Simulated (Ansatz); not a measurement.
Crystal: InSe.

```xyz
4
Lattice="2.0000 1.1547 8.4400 -2.0000 1.1547 8.4400 0.0000 -2.3094 8.4400" Properties=species:S:1:pos:R:3 pbc="T T T"
In    0.0000    0.0000   22.4994
In    0.0000    0.0000    0.0000
Se    0.0000    0.0000    4.3525
Se    0.0000    0.0000    9.7102
```

Program: Ansatz 0.2.0. Alike in all runs: potentials or basis all-electron LAPW, scalar-relativistic; no spin polarisation; cell as given. Hardware: 2 threads of Arm Neoverse V2, on a shared host.

Problem. Order these runs on this cell by their wall time, lowest first.
A. task band structure; level revPBE-LDA; k mesh 8 × 8 × 8; cutoff (eV) 273; smearing fixed; basis error allowed 0.001 eV/atom; mesh quality not flagged
B. task single point; level PBE; k mesh 4 × 4 × 4; cutoff (eV) 251; smearing fermi-dirac 0.03 eV; basis error allowed 0.002 eV/atom; mesh quality coarse
C. task single point; level PBE; k mesh 6 × 6 × 6; cutoff (eV) 251; smearing fermi-dirac 0.02 eV; basis error allowed 0.002 eV/atom; mesh quality not flagged

Solution. B (15 s), C (43 s), A (87 s).

Caveats: some runs use coarse meshes.
